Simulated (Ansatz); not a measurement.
The system is Mg.

```xyz
2
Lattice="3.2093 0.0000 0.0000 -1.6046 2.7793 0.0000 0.0000 0.0000 5.2103" Properties=species:S:1:pos:R:3 pbc="T T T"
Mg    1.6047    0.9264    3.9077
Mg    0.0000    1.8529    1.3026
```

```yaml
Program: Ansatz 0.2.0
Task: relaxation of cell and atoms
Functional: PBEsol
Dispersion: D3(BJ)
Potentials_or_basis: Ansatz PAW
Cutoff: "420 eV (not typed: the program's choice for these potentials)"
k_mesh: 10 × 10 × 5
Occupations: fermi-dirac, width 0.05 eV
Spin: no spin polarisation
```

At the start: volume 23.24 Å³/atom.

Task: How do energy, volume and symmetry change on relaxing?

Result: It ends after 6 steps and the volume is 21.41 Å³/atom (-7.9 %); space group P6_3/mmc (No. 194, to 0.05 Å).

Step by step:
| step | energy change (eV) | largest force (eV/Å) | volume (Å³) |
| --- | --- | --- | --- |
| 1 | 0.0000 | 0.0000 | 46.47 |
| 2 | -0.0372 | 0.0000 | 43.47 |
| 3 | -0.0399 | 0.0000 | 42.57 |
| 4 | -0.0401 | 0.0000 | 42.81 |
| 5 | -0.0401 | 0.0000 | 42.82 |
| 6 | -0.0400 | 0.0000 | 42.82 |

Final structure:
```yaml
crystal:
  lattice:
    - [3.09433, 0.00000, 0.00000]
    - [-1.54717, 2.67977, 0.00000]
    - [0.00000, 0.00000, 5.16429]
  atoms:
    - { symbol: Mg, position: [0.66667, 0.33333, 0.75000] }
    - { symbol: Mg, position: [0.33333, 0.66667, 0.25000] }
```

Caveat: the plane-wave basis is chosen anew once the cell has moved, so the energies of steps on either side of that aren't comparable; the PAW data sets come from PBE, with cores solved anew for the run's functional, which leaves a small shift of forces and pressure.
